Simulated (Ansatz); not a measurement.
HfO2:

```
Hf O
1.0
     3.55802    0.00000    0.00000
     0.00000    3.55802    0.00000
     0.00000    0.00000    5.17186
Hf O
2 4
Direct
  0.00000 0.00000 0.00000
  0.50000 0.50000 0.50000
  0.00000 0.50000 0.19721
  0.50000 0.00000 0.30279
  0.50000 0.00000 0.80279
  0.00000 0.50000 0.69721
```

Measurements of this composition are mostly on another form, of space group No. 14.

Base run:

```yaml
Program: Ansatz 0.2.0
Functional: PBE
Potentials_or_basis: Ansatz PAW earlier set
Cutoff: 900 eV
Density_cutoff: 3600 eV
k_mesh: 8 × 8 × 5
Occupations: fermi-dirac, width 0.05 eV
Spin: no spin polarisation
```

Its results: band gap on the k mesh 4.77 eV, indirect (least direct gap 4.83 eV); pressure 10.1 GPa; largest force 0.140 eV/Å.

Task: The run is repeated on the same cell with these changes: potentials or basis from Ansatz PAW earlier set to PseudoDojo standard (PBE files); cutoff from 900 eV to 1143 eV; density cutoff from 3600 eV to 4572 eV; valence electrons from 76 to 48. What comes out?

Result: Band gap on the k mesh 4.81 eV, indirect (least direct gap 4.88 eV); pressure 7.4 GPa; largest force 0.062 eV/Å.

Caveats: odd divisions of the mesh miss points on the zone boundary, where band edges often lie, so the gap on the mesh can be too wide; spin-orbit coupling is left out, which moves the levels of the heavy elements.

A k mesh can miss the band edges.
